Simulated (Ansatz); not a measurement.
An ordered 8-atom cell of Al₃GaAs₄ on the zincblende lattice (P-43m), relaxed with r2SCAN. It is cubic, P-43m (No. 215); conventional cell a = 5.676 Å, 22.86 Å³ an atom. Al has 4 As at 2.46 Å; As has 3 Al at 2.46 Å and 1 Ga at 2.46 Å; Ga has 4 As at 2.46 Å.

```
Al As Ga
1.0
     5.67595    0.00000    0.00000
     0.00000    5.67595    0.00000
     0.00000    0.00000    5.67595
Al As Ga
3 4 1
Direct
  0.50000 0.00000 0.00000
  0.00000 0.50000 0.00000
  0.00000 0.00000 0.50000
  0.75042 0.24958 0.24958
  0.24958 0.75042 0.24958
  0.24958 0.24958 0.75042
  0.75042 0.75042 0.75042
  0.50000 0.50000 0.50000
```

3 runs of the plane-wave code Ansatz on this cell differ in the functional (and in the settings that go with it). Levels are in eV from each run's valence top; v1 is the last filled band, c1 the first empty one.

Run A, mean stress +2.1 GPa (compression positive):
```
point     v2     v1    c1    c2
    Γ   0.00   0.00  1.30  1.49
    X  -1.35  -1.35  2.32  2.54
    M  -0.94  -0.92  2.89  3.30
    R  -0.83  -0.83  1.13  2.09
```

Run B, mean stress +0.3 GPa (compression positive):
```
point     v2     v1    c1    c2
    Γ   0.00   0.00  2.07  2.11
    X  -1.46  -1.46  3.04  3.24
    M  -1.01  -1.01  3.72  4.10
    R  -0.89  -0.89  1.90  2.86
```

Run C, mean stress 0.0 GPa (compression positive):
```
point     v2     v1    c1    c2
    Γ   0.00   0.00  1.70  1.83
    X  -1.39  -1.39  2.69  2.91
    M  -0.97  -0.96  3.29  3.75
    R  -0.86  -0.86  1.52  2.59
```

**Question.** Match the runs to PBE, r2SCAN, HSE06.

**Answer.** A is PBE, B is HSE06, C is r2SCAN. In order of the gap: PBE 1.13, r2SCAN 1.52, HSE06 1.90 eV.

These are computed values for a spin-unpolarised cell that may be hypothetical; none is a measurement.

The runs are scalar-relativistic, without spin-orbit coupling.

The stress of a hybrid is loosely converged in these runs.

The meshes of the hybrids are coarse, so their gaps aren't converged to the digits shown.
